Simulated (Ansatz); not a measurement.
# GeSb2Te4 (R3m): band gap by G0W0 on PBE, part 2 of 3

How far does one-shot GW move the PBE gap of GeSb2Te4 (R3m)?

Ansatz 0.2.0; PBE, then G0W0 on it, plane waves, PAW. Known limits of the many-body steps: finite bands, screening cutoff and k mesh; no spin-orbit coupling in G0W0; large ε∞ on the G0W0 mesh.

So far. Step 2 (The PBE band structure): Over mesh and path the gap is 0.285 eV, from k = (0.100, 0.000, 0.000) to k = (0.533, 0.467, 0.500). The least direct gap found is 0.312 eV, at k = (0.034, -0.034, 0.000).

## 3. One-shot GW

G0W0 replaces the xc potential by a self-energy built once from the orbitals of the start. Levels are corrected in the window of bands that the input names, at points of the mesh.

This step: G0W0 on PBE, plane waves, PAW; PAW set soft_1.

Input file input.yaml:

```yaml
crystal:
  lattice:
    - [2.1547300807, 1.2440339921, 13.8970814052]
    - [-2.1547300807, 1.2440339921, 13.8970814052]
    - [0.0, -2.4880679842, 13.8970814052]
  atoms:
    - { symbol: Ge, position: [0.570457, 0.570457, 0.570457] }
    - { symbol: Sb, position: [0.426528, 0.426528, 0.426528] }
    - { symbol: Sb, position: [0.997988, 0.997988, 0.997988] }
    - { symbol: Te, position: [0.86977, 0.86977, 0.86977] }
    - { symbol: Te, position: [0.134165, 0.134165, 0.134165] }
    - { symbol: Te, position: [0.71137, 0.71137, 0.71137] }
    - { symbol: Te, position: [0.289721, 0.289721, 0.289721] }
kpoints:
  mp_grid: { grid: [4, 4, 4] }
hamiltonian:
  xc: pbe
  pseudopotentials: { kind: paw, azcp: { folder: soft_1 } }
scf:
  occupations: { method: fixed }
gw:
  n_empty_bands: 1027
  ecut_chi: 160.0
  qp_bands: [v2, c2]
  qp_kpoints: band_edges
  screening: { model: contour_deformation }
```

Command:

```bash
> ansatz run input.yaml --threads 2 --pin off --max-ram 73728MiB --backend cuda --events-out ev --progress --plain --runs-dir out --devices 1 --max-vram 13GiB
```

Numbers of over 12 decimals in the logs are rounded to 6 here.

Log:

```text
GPUs: using 1 of 1 available (devices: 1).
[...]
GPU FFT provider: cuFFT
GPU libraries: cuBLAS 13.8.2, cuFFT 12.4.0, cuSOLVER 12.3.4
Crystal: 7 atoms, lattice volume = 223.512 Å³
Basis set: ecut = 420 eV, 4337 PW (Γ)
Bands: 65, of which v1, the nominal top of the filled ones, is band 54 counted from 1 (53 counted from 0)
Symmetry: 6 space group operations
[...]
k-points: 13 of 64 (time reversal used)
[...]
GPU buffer pool allocated for 884736 grid points (all kernels)
[...]
SCF iter   1: F=—  HF=-45185.349752 eV  |F-HF|=—  |Δ(HF+E_count)|=         —  Δρ=1.49e-2  dr2=1.91e0  ethr=3.10e-3  ⟨swp⟩=5.0  Hψ=2753  notcnv=0  defer=109
[...]
SCF iter  10: F=-45185.159929 eV  HF=-45185.159929 eV  |F-HF|=1.02e-7  |Δ(HF+E_count)|=   8.07e-7  Δρ=5.23e-6  dr2=6.34e-8  ethr=9.26e-11  ⟨swp⟩=14.3  Hψ=4160  notcnv=0
SCF 1 converged in 10 iterations: F = -45185.159929 eV  dr2 = 6.34e-8
[...]
NSCF: frozen V_eff on 13 k-points
the band table was solved once the SCF had ended and its energy, with any forces and stress, was formed, with the checks that follow a solve (3668 applications of the Hamiltonian). They found nothing against the state; the energy, forces and stress were not computed again (output.eigenvalues in the input reference)
[...]
G₀W₀ screening: q 1/13
[... further progress lines ...]
[...]
SCF converged after 10 iterations
Free energy (F): -45185.159929 eV
[...]
Internal energy: -45185.159929 eV  (E = F + TS)
E sigma→0 (E₀):  -45185.159929 eV
Fermi energy:    8.787930 eV
[...]
--- Band table (eV; the first three rows and the last of 13) ---
  k-point 0: bands = [... 50 lower, 7.5097, 7.5097, 7.8538, 8.7055, 9.2994, 9.2994, 9.3196, 10.1213, ... 7 higher]
  k-point 1: bands = [... 50 lower, 7.1409, 7.5153, 8.0116, 8.2396, 9.7485, 9.7993, 10.1642, 10.7113, ... 7 higher]
  k-point 2: bands = [... 50 lower, 7.0901, 7.2406, 7.4883, 7.7816, 9.5347, 9.7710, 10.0037, 10.6713, ... 7 higher]
  k-point 12: bands = [... 50 lower, 7.6283, 7.6283, 7.6347, 8.7879, 9.1943, 9.1943, 9.2575, 10.2489, ... 7 higher]
--- G₀W₀: contour deformation, 8 samples at zero and on the imaginary axis and 1 off it, 64 q-points, 1027 empty bands' worth ---
  eigenvalues of the whole cell's RPA ε∞ on this k-mesh (on a slab, of 1 + 4πα/V) = 41.3413, 41.3413, 41.9911; static W/v taken at q = 0 is 0.026316
  bands read: the sum over 1081 bands ends inside a degenerate multiplet in 2 slots, whose members it reads at an even weight; the widest, k=7: bands 1081 to 1082 (counted from 1) at 1/2 each
  gw.qp_kpoints: band_edges: 11 of 13 stored k-points solved, in 1 pass; an edge of the gap read off the rows below is read off those points alone
    valence top: of the k-points left out ik 4 came nearest to being solved in a further pass, in band 54 (counted from 1, as in the quasiparticle table): it holds the edge there only if its correction is more favourable than any solved in that band by at least 0.729 eV; those differ by 0.134 eV
    conduction bottom: of the k-points left out ik 4 came nearest to being solved in a further pass, in band 55 (counted from 1, as in the quasiparticle table): it holds the edge there only if its correction is more favourable than any solved in that band by at least 0.771 eV; those differ by 0.020 eV
  `?` marks the rows in doubt; gw_qp.tsv's column doubts and the gw_qp event give each row's grounds
    ik  band        ε_KS         Σx   Σc(E_QP)       V_xc       Z   E_QP_lin       E_QP  E_QP is
     0    53      7.8538   -14.2681    -0.0491   -14.0202  0.7455     7.5531     7.5568  root
     0    54      8.7055   -13.0969    -0.6282   -13.4337  0.7410     8.4093     8.4140  root
     0    55      9.2994   -10.1583    -3.0914   -13.0530  0.7337     9.1041     9.1028  root
     0    56      9.2994   -10.1583    -3.0914   -13.0530  0.7337     9.1041     9.1028  root
     1    53      8.0116   -14.2011     0.2963   -13.5435  0.7264     7.6400     7.6503  root
     1    54      8.2396   -13.7105     0.1727   -13.1934  0.7231     7.8858     7.8951  root
     1    55      9.7485   -10.7132    -3.1879   -13.7074  0.7271     9.5559     9.5547  root
     1    56      9.7993   -10.4243    -3.2338   -13.4734  0.7285     9.6159     9.6146  root
     2    53      7.4883   -14.2113     0.7752   -13.0652  0.7135     7.1084     7.1173  root ?
     2    54      7.7816   -14.0980     0.2309   -13.4969  0.7301     7.3988     7.4113  root
     2    55      9.5347    -9.3491    -3.0473   -12.1953  0.7530     9.3338     9.3335  root
     2    56      9.7710    -9.8876    -3.3441   -13.0284  0.7235     9.5705     9.5676  root
     3    53      7.7720   -14.1273     0.5788   -13.1877  0.7193     7.4010     7.4111  root
     3    54      8.3665   -14.5085     0.1467   -13.9995  0.7280     7.9942     8.0042  root
     3    55      9.6043    -9.9515    -3.1839   -12.9485  0.7382     9.4186     9.4173  root
     3    56      9.8628   -10.3750    -3.2975   -13.4891  0.7250     9.6808     9.6793  root
     6    53      7.4659   -15.1557     1.0481   -13.6625  0.7195     7.0236     7.0208  root
     6    54      8.3512   -14.0808    -0.0678   -13.7738  0.7373     7.9642     7.9764  root
     6    55      9.1710    -9.8551    -2.8974   -12.5654  0.7534     8.9847     8.9840  root
     6    56      9.6806    -9.8824    -3.1735   -12.8697  0.7391     9.4953     9.4944  root
     7    53      7.7660   -14.4487     0.1037   -14.0352  0.7389     7.4506     7.4563  root
     7    54      8.7461   -12.8486    -0.7963   -13.3711  0.7433     8.4691     8.4724  root
     7    55      9.2436   -10.0704    -3.0641   -12.9389  0.7362     9.0491     9.0479  root
     7    56      9.2436   -10.0704    -3.0641   -12.9389  0.7362     9.0491     9.0479  root
     8    53      7.6832   -14.2325     0.6600   -13.2045  0.7164     7.3027     7.3152  root
     8    54      8.6338   -13.6881    -0.3508   -13.6906  0.7397     8.2775     8.2854  root
     8    55      9.4393   -10.8679    -2.8291   -13.5073  0.7447     9.2506     9.2497  root
     8    56      9.6794   -10.2013    -3.1869   -13.2051  0.7341     9.4973     9.4963  root
     9    53      7.3617   -15.0833     1.1183   -13.5286  0.7134     6.9275     6.9253  root
     9    54      8.0192   -13.7635     0.0402   -13.3701  0.7288     7.6560     7.6660  root
     9    55      9.4883   -10.0875    -3.0289   -12.9141  0.7379     9.2875     9.2860  root
     9    56      9.8257   -10.0465    -3.2458   -13.1064  0.7310     9.6414     9.6398  root
    10    53      7.6705   -14.6897     0.6967   -13.6074  0.7228     7.2689     7.2850  root
    10    54      8.6333   -14.3289    -0.2900   -14.2658  0.7394     8.2714     8.2802  root
    10    55      9.3967   -10.1724    -2.8924   -12.8784  0.7466     9.2112     9.2104  root
    10    56      9.7279   -10.1224    -3.2388   -13.1794  0.7326     9.5471     9.5461  root
    11    53      8.0763   -14.7135     0.3246   -14.0022  0.7354     7.6720     7.6897  root
    11    54      8.3027   -14.7368     0.2746   -14.0748  0.7366     7.8974     7.9154  root
    11    55      9.6791    -9.7281    -3.1417   -12.6878  0.7447     9.4981     9.4971  root
    11    56      9.7447    -9.6277    -3.2661   -12.7200  0.7454     9.5717     9.5708  root
    12    53      7.6347   -14.6963     0.3512   -14.0153  0.7286     7.2975     7.3049  root
    12    54      8.7879   -12.5753    -0.9717   -13.2939  0.7457     8.5326     8.5348  root
    12    55      9.1943   -10.0003    -3.0420   -12.8477  0.7381     9.0007     8.9997  root
    12    56      9.1943   -10.0003    -3.0420   -12.8477  0.7381     9.0007     8.9997  root
```

The job ended after 5.9 min (1 × NVIDIA H100 80GB HBM3 (shared by 6 runs) with 2 threads of AMD EPYC 7R13 (Zen 3), shared host; peak memory 4.7 GiB).

Numbers from this step:

| Property | Result |
| --- | --- |
| bands summed | 1081 |
| RPA ε∞ on this mesh (eigenvalues) | 41.34, 41.34, 41.99 |
| plane waves in the screening matrix | 1043 |
| q-points in the mesh | 64 |
| G0W0 gap over the corrected points | 0.4491 eV |
| k of the valence top | -0.5, -0.5, -0.5 |
| k of the conduction bottom | 0, -0.5, -0.5 |
| starting gap on the mesh | 0.3831 eV |
| Z at the valence top | 0.7457 |
| Z at the conduction bottom | 0.7534 |
| least direct G0W0 gap over the corrected points | 0.4648 eV |

Over 11 of 13 irreducible mesh points the G0W0 gap is 0.449 eV, from k = (-0.500, -0.500, -0.500) to k = (0.000, -0.500, -0.500). The PBE gap of this run on the mesh is 0.383 eV. The two states that bound the G0W0 gap lie that far apart at the start, so the correction of the gap is 0.449 − 0.383 = +0.066 eV. The start of this run differs from the step before in mesh (6×6×6 and 4×4×4) and occupations. The program marks 1 of the 44 corrected levels as in doubt (Σc rises), neither edge state among them.

Labels follow the order of the start: v1 is the top filled band, c1 the lowest empty one; levels that stay degenerate share a row, the window can cut a multiplet, doubted levels are not marked in this list, bands outside the window were not corrected, and the list may be a part of the corrected levels. Levels before and after the correction, in eV, zero at the valence-band top of each column:

|  | conduction bottom | valence top |
| --- | --- | --- |
| Kohn-Sham | 0.38 | 0.00 |
| G0W0 | 0.45 | 0.00 |

|  | level | occupation | energy (eV) |
| --- | --- | --- | --- |
| Kohn-Sham | (0 -0.5 -0.5) v2 | 2 | -1.322 |
| Kohn-Sham | (0 -0.5 -0.5) v1 | 2 | -0.437 |
| Kohn-Sham | (0 -0.5 -0.5) c1 | 0 | 0.383 |
| Kohn-Sham | (0 -0.5 -0.5) c2 | 0 | 0.893 |
| Kohn-Sham | (-0.5 -0.5 -0.5) v2 | 2 | -1.153 |
| Kohn-Sham | (-0.5 -0.5 -0.5) v1 | 2 | 0.000 |
| Kohn-Sham | (-0.5 -0.5 -0.5) c1-c2 | 0 | 0.406 |
| G0W0 | (0 -0.5 -0.5) v2 | 2 | -1.514 |
| G0W0 | (0 -0.5 -0.5) v1 | 2 | -0.558 |
| G0W0 | (0 -0.5 -0.5) c1 | 0 | 0.449 |
| G0W0 | (0 -0.5 -0.5) c2 | 0 | 0.960 |
| G0W0 | (-0.5 -0.5 -0.5) v2 | 2 | -1.230 |
| G0W0 | (-0.5 -0.5 -0.5) v1 | 2 | 0.000 |
| G0W0 | (-0.5 -0.5 -0.5) c1-c2 | 0 | 0.465 |

The parts of the quasiparticle energy for the two states that bound the G0W0 gap, in eV on the run's own scale (QP = start + Σx + Σc − Vxc, with Σc at the quasiparticle energy):

| edge | k | band | start | Σx | Σc | Vxc | Z | QP |
| --- | --- | --- | --- | --- | --- | --- | --- | --- |
| valence top | (-0.500, -0.500, -0.500) | 54 | 8.788 | −12.575 | −0.972 | −13.294 | 0.746 | 8.535 |
| conduction bottom | (0.000, -0.500, -0.500) | 55 | 9.171 | −9.855 | −2.897 | −12.565 | 0.753 | 8.984 |

(Part 2 of 3 ends here.)

[Paths, hosts, dates, memory and timing lines, banners, echoed tables and standing remarks are left out of the program output.]

[Logs are printed without paths, hosts, clocks, repeated set-up lines and the standing remarks that a program may print on its own settings, such as how far it seeks lower states.]

[Runs of the session that timed out or met a known fault of the program may be left out.]

[Cells called generated may have been cut or substituted from an entry of the Crystallography Open Database or the Materials Project.]

[Hosts, paths, dates, database ids (printed as entryN), source tags and the programs' standing remarks are cut or masked in the printed files.]

[Where an RPA ε∞ is given, it is that of the G0W0 mesh and is not shown converged in it. Names of k-points follow the symmetry that the program found, which can be lower than the space group named. Band edges on a path are those of the sampled points; other points can move an edge, and change direct to indirect where valleys lie close.]

[Hybrid gaps are those of their k-mesh and are not shown converged in it.]
